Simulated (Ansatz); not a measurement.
# S (fcc type): the cost of one run

Computed with Ansatz 0.2.0 (DFT PBE, scalar-relativistic, unless a step's input says otherwise).

2 further runs of the same task are left out: 1 that didn't finish, 1 set aside as unsound or not needed.

## Step 1: The starting structure

It takes space group Fm-3m (No. 225, cubic). The conventional cell has a = 3.988 Å, b = 3.988 Å, c = 3.988 Å, α = 90.00°, β = 90.00°, γ = 90.00°. Around S (site symmetry m-3m) lie 12 S at 2.82 Å.

Coordinates:

```
CELL_PARAMETERS angstrom
0.00000 1.99396 1.99396
1.99396 0.00000 1.99396
1.99396 1.99396 0.00000
ATOMIC_POSITIONS crystal
S 0.00000 0.00000 0.00000
```

## Step 2: After the deformation

Space group Fm-3m before, I4/mmm after.

## Step 3: Full-potential LAPW

The input, input.yaml:

```yaml
crystal:
  lattice:
    - [0.0, 2.0245581233, 1.9341397516]
    - [2.0245581233, 0.0, 1.9341397516]
    - [2.0245581233, 2.0245581233, 0.0]
  atoms:
    - { symbol: S, position: [0.0, 0.0, 0.0] }
kpoints:
  mp_grid: { grid: [16, 16, 16] }
scf:
  occupations: { method: fermi_dirac, width: 0.03 }
hamiltonian:
  xc: pbe
  pseudopotentials: { kind: all_electron, lapw: { basis_error: 0.001 } }
output:
  forces: true
  stress: true
  eigenvalues: true
```

Command:

```console
$ ansatz run input.yaml --threads 1 --pin off --max-ram 2048MiB --backend cpu --events-out ev --progress --plain --runs-dir out
```

What time and memory should one allow on 1 thread of Arm Neoverse V1, shared host?

About 10 s, with a peak of 0.3 GiB.
